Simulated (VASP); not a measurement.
# MgO: GW band gap, scheme by scheme

MgO, Fm-3m (no. 225), 2 atoms in the cell. PBE, GW; PAW potentials Mg_GW, O_GW (PBE set).

| GW scheme | Iterations | Frequency points | Quasiparticle gap on the mesh (eV) | Gap of the starting point on the mesh (eV) | Quasiparticle gap at the zone centre (eV) | Starting gap at the zone centre (eV) | Correction of the gap between the band edges on the mesh (eV) | Time (s) |
|---|---|---|---|---|---|---|---|---|
| evGW0 low-scaling | 4 | 12 | 7.97 | 4.84 | 7.97 | 4.84 | 3.13 | 479 |
| evGW0 | 4 | 48 | 8.01 | 4.84 | 8.01 | 4.84 | 3.17 | 77 |
| QSGW0 | 4 | 48 | 8.38 | 4.84 | 8.38 | 4.84 | 3.53 | 131 |
| COHSEX | 6 | 1 | 10.41 | 4.84 | 10.41 | 4.84 | 5.57 | 129 |

Limits: the mesh is coarse: the screening isn't converged, and the gap may still move by about 0.1 eV.

## Input of the first row

INCAR.step1:
```
SYSTEM = MgO
ALGO = Normal
EDIFF = 1E-8
ENCUT = 500
GGA = PE
ISMEAR = 0
KPAR = 4
LASPH = .True.
LCHARG = .False.
LREAL = .False.
LWAVE = .True.
NELM = 150
PREC = Accurate
SIGMA = 0.05
```

INCAR.step2, as INCAR.step1 but for:
```
- ALGO = Normal
- NELM = 150
+ ALGO = Exact
+ ISTART = 1
+ LOPTICS = .True.
+ NBANDS = 120
+ NELM = 1
```

INCAR.step3:
```
SYSTEM = MgO
ALGO = EVGW0R
ENCUT = 500
ENCUTGW = 200
GGA = PE
ISMEAR = 0
ISTART = 1
LASPH = .True.
LCHARG = .False.
LFOCKSTD = .True.
LREAL = .False.
LWAVE = .False.
MAXMEM = 1800
NBANDS = 120
NBANDSGW = 14
NELMGW = 4
NOMEGA = 12
PREC = Accurate
PRECFOCK = Fast
SIGMA = 0.05
```

KPOINTS:
```
k-points
0
Gamma
  4 4 4
```

POSCAR:
```
MgO
1.0
    0.0000000000      2.0970013927      2.0970013927
    2.0970013927      0.0000000000      2.0970013927
    2.0970013927      2.0970013927      0.0000000000
Mg O
1 1
Direct
    0.0000000000      0.0000000000      0.0000000000
    0.5000000000      0.5000000000      0.5000000000
```

Commands (each step's output is kept before the next begins):
```
cat potpaw_PBE.64/Mg_GW/POTCAR potpaw_PBE.64/O_GW/POTCAR > POTCAR
cp INCAR.step1 INCAR
mpirun -np 4 vasp_std > vasp.out
cp INCAR.step2 INCAR
mpirun -np 4 vasp_std > vasp.out
cp INCAR.step3 INCAR
mpirun -np 4 vasp_std > vasp.out
```

Changes of the last row against the first:
```
(step 3)
- ALGO = EVGW0R
- NOMEGA = 12
- NELMGW = 4
- MAXMEM = 1800
- LFOCKSTD = True
+ ALGO = QPGW
+ NOMEGA = 1
+ NELMGW = 6
+ LOPTICS = True
+ LPEAD = True
+ KPAR = 4
```

VASP 6.6.1 took 479 s on 4 cores (Intel Xeon Platinum 8259CL @ 2.50GHz (Skylake/Cascade Lake)), a shared host.
